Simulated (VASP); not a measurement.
# Li: intraband terms of a metal's spectrum

Li, P6/mmm (no. 191), 3 atoms in the cell. PBE, independent-particle dielectric function; PAW potentials Li_sv (PBE set).

## Input

INCAR.step1:
```
SYSTEM = Li
  EDIFF = 1E-7
  ENCUT = 580
  ISMEAR = 1
  KPAR = 4
  LASPH = .True.
  LCHARG = .True.
  LMAXMIX = 4
  LWAVE = .False.
  PREC = Accurate
  SIGMA = 0.1
```

INCAR.step2:
```
SYSTEM = Li
  CSHIFT = 0.1
  EDIFF = 1E-6
  ENCUT = 580
  ICHARG = 11
  ISMEAR = 0
  KPAR = 4
  LASPH = .True.
  LCHARG = .False.
  LMAXMIX = 4
  LWAVE = .True.
  NBANDS = 26
  NEDOS = 3000
  OMEGAMAX = 30
  PREC = Accurate
  SIGMA = 0.3
```

INCAR.step3, as INCAR.step2 but for:
```
- LWAVE = .True.
+ ALGO = None
+ ISTART = 1
+ LOPTICS = .True.
+ LWAVE = .False.
+ NELM = 1
```

INCAR.step4, as INCAR.step3 but for:
```
+ WPLASMAI = 0.03
```

INCAR.step5 to INCAR.step6 change the same tag again: WPLASMAI = 0.1, 0.3.

INCAR.step7, as INCAR.step6 but for:
```
- WPLASMAI = 0.3
+ RTIME = 40
```

INCAR.step8, as INCAR.step7 but for:
```
- RTIME = 40
+ RTIME = 20
```

INCAR.step9, as INCAR.step8 but for:
```
- RTIME = 20
+ LNABLA = .True.
```

INCAR.step10, as INCAR.step9 but for:
```
- ISMEAR = 0
- LNABLA = .True.
+ ISMEAR = -5
```

KPOINTS.step1:
```
k-points
0
Gamma
  6 6 9
```

KPOINTS.step2:
```
k-points
0
Gamma
  10 10 14
```

POSCAR:
```
Li
1.0
    4.9488671308      0.0000000000      0.0000000000
   -2.4744335654      4.2858446552      0.0000000000
    0.0000000000      0.0000000000      2.8888430000
Li
3
Direct
    0.3333333333      0.6666666667      0.5000000000
    0.6666666667      0.3333333333      0.5000000000
    0.0000000000      0.0000000000      0.0000000000
```

Commands (each step's output is kept before the next begins):
```
cat potpaw_PBE.64/Li_sv/POTCAR > POTCAR
cp INCAR.step1 INCAR
cp KPOINTS.step1 KPOINTS
mpirun -np 4 vasp_std > vasp.out
cp INCAR.step2 INCAR
cp KPOINTS.step2 KPOINTS
mpirun -np 4 vasp_std > vasp.out
cp INCAR.step3 INCAR
mpirun -np 4 vasp_std > vasp.out
cp INCAR.step4 INCAR
mpirun -np 4 vasp_std > vasp.out
cp INCAR.step5 INCAR
mpirun -np 4 vasp_std > vasp.out
cp INCAR.step6 INCAR
mpirun -np 4 vasp_std > vasp.out
cp INCAR.step7 INCAR
mpirun -np 4 vasp_std > vasp.out
cp INCAR.step8 INCAR
mpirun -np 4 vasp_std > vasp.out
cp INCAR.step9 INCAR
mpirun -np 4 vasp_std > vasp.out
cp INCAR.step10 INCAR
mpirun -np 4 vasp_std > vasp.out
```

## Result

- Bands: 26

One ground state, settings moved in the last step alone:

| Settings | Plasma frequency (eV) | Im ε at 0.5 eV | Im ε at 1 eV | Im ε at 2 eV | Im ε at 4 eV | Time (s) |
|---|---|---|---|---|---|---|
| interband part alone | 6.02 | 33.3 | 5.5 | 0.6 | 0.5 | 8 |
| Drude term, WPLASMAI 0.03 | 6.02 | 42.0 | 6.6 | 0.8 | 0.6 | 8 |
| Drude term, WPLASMAI 0.1 | 6.02 | 61.2 | 9.1 | 1.1 | 0.6 | 8 |
| Drude term, WPLASMAI 0.3 | 6.02 | 97.3 | 15.4 | 2.0 | 0.7 | 8 |
| relaxation time RTIME 40 fs | 6.02 | 38.1 | 6.1 | 0.7 | 0.6 | 8 |
| relaxation time RTIME 20 fs | 6.02 | 42.8 | 6.7 | 0.8 | 0.6 | 7 |
| transversal form (LNABLA) | 5.91 | 32.1 | 5.3 | 0.6 | 0.5 | 7 |
| tetrahedron method | – | – | – | – | – | no result |

VASP 6.6.1 took 96 s on 4 cores (Intel Xeon Platinum 8259CL @ 2.50GHz (Skylake/Cascade Lake)), a shared host.
